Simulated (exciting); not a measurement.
Here is an exciting (release sodium) calculation.

Contents of input.xml:

```xml
<input>
  <title>In</title>
  <structure speciespath="./" tshift="false">
    <crystal scale="1">
      <basevect>-3.104799235773 2.979674799883 4.595982120715</basevect>
      <basevect>3.133199929700 -3.083649420986 4.682964324505</basevect>
      <basevect>3.121806770894 3.100655066381 -4.664303279025</basevect>
    </crystal>
    <species speciesfile="In.xml" rmt="2.3">
      <atom coord="-0.008528000000 0.003147000000 -0.000028000000"/>
    </species>
  </structure>
  <groundstate do="fromscratch" ngridk="11 11 11" rgkmax="9" gmaxvr="14" lmaxapw="10" lmaxmat="10" lmaxvr="8" xctype="GGA_PBE" stype="Fermi Dirac" swidth="0.00183747" nempty="8" ValenceRelativity="iora*" epsengy="1e-05" epspot="1e-05" maxscl="60" tforce="true" outputlevel="normal"/>
  <properties>
    <chargedensityplot>
      <plot3d>
        <box grid="17 17 17">
          <origin coord="0 0 0"/>
          <point coord="1 0 0"/>
          <point coord="0 1 0"/>
          <point coord="0 0 1"/>
        </box>
      </plot3d>
    </chargedensityplot>
    <elfplot>
      <plot3d>
        <box grid="17 17 17">
          <origin coord="0 0 0"/>
          <point coord="1 0 0"/>
          <point coord="0 1 0"/>
          <point coord="0 0 1"/>
        </box>
      </plot3d>
    </elfplot>
    <exccplot>
      <plot3d>
        <box grid="17 17 17">
          <origin coord="0 0 0"/>
          <point coord="1 0 0"/>
          <point coord="0 1 0"/>
          <point coord="0 0 1"/>
        </box>
      </plot3d>
    </exccplot>
  </properties>
</input>
```

Potentials or basis: all-electron LAPW+lo, shipped species files, valence relativity iora*.

The run is started by

```bash
$ OMP_NUM_THREADS=1 exciting_smp
```

**Question.** What does it give for the band gap on the k mesh?

**Answer.** None (metal or under the smearing width).
